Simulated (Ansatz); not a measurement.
W: equation of state with PBE

W:

```
CELL_PARAMETERS angstrom
-1.58234 1.58234 1.58234
1.58234 -1.58234 1.58234
1.58234 1.58234 -1.58234
ATOMIC_POSITIONS crystal
W 0.00000 0.00000 0.00000
```

| Item | Value |
| --- | --- |
| Program | Ansatz 0.2.0 |
| Task | equation of state |
| Functional | PBE |
| Potentials or basis | Ansatz PAW |
| Cutoff | 420 eV |
| Density cutoff | 1680 eV |
| k mesh | 12 × 12 × 12 |
| Occupations | fermi-dirac, width 0.05 eV |
| Spin | no spin polarisation |

```
Equilibrium volume                      : 16.15 Å³/atom
Bulk modulus                            : 300 GPa
Pressure derivative of the bulk modulus : 3.8
```

Energy against volume, from the lowest point:
```csv
volume (Å³/atom),energy (meV/atom)
14.897,103.31
15.214,55.66
15.531,23.49
15.848,5.34
16.165,0.00
16.482,6.27
16.798,23.10
```

All runs of the series together: 3.4 s on 2 threads of Arm Neoverse V2, with other jobs on the host.

The run has no spin-orbit coupling, so splittings on W are missing. PBE usually gives volumes a little too large and moduli too small.
